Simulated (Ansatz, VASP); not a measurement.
## TaN in VASP and in Ansatz

```
Ta N
1.0
     2.95014   -0.00001   -0.00001
    -1.47507    2.55494   -0.00002
    -0.00001   -0.00002    2.89795
Ta N
1 1
Direct
  0.33333 0.66667 0.50000
  0.00000 0.00000 0.00000
```

Change from the starting cell: all Ta atoms moved 0.8 Å in one direction; relaxed back.

Alike in both runs: functional PBE; k mesh 15 × 15 × 12; occupations gaussian, width 0.15 eV; no spin polarisation.

Ansatz relaxed the structure, and its values are those at the end. VASP's run is a single point on that final structure, the one shown.

|  | VASP | Ansatz |
| --- | --- | --- |
| version | VASP 6.6.1 | Ansatz 0.2.0 |
| potentials or method | VASP PAW PBE potentials, release 64 (Ta_pv, N) | scalar-relativistic, plane waves, PAW |
| plane-wave cutoff (eV) | 520 | 420 |
| valence electrons in the cell | 16 | 18 |

```tsv
	VASP	Ansatz	Ansatz less VASP
gap on the k mesh at the Fermi level (eV)	none	none	-
pressure (GPa)	0.6	0.0	-0.64
```

A gap of «none» marks a metal or a gap that the smearing closes. With one functional, cell and mesh, what is left measures potentials, basis and numerics. The two sets of potentials don't hold the same shells in valence.

The runs have no spin-orbit coupling, so splittings on Ta are missing.
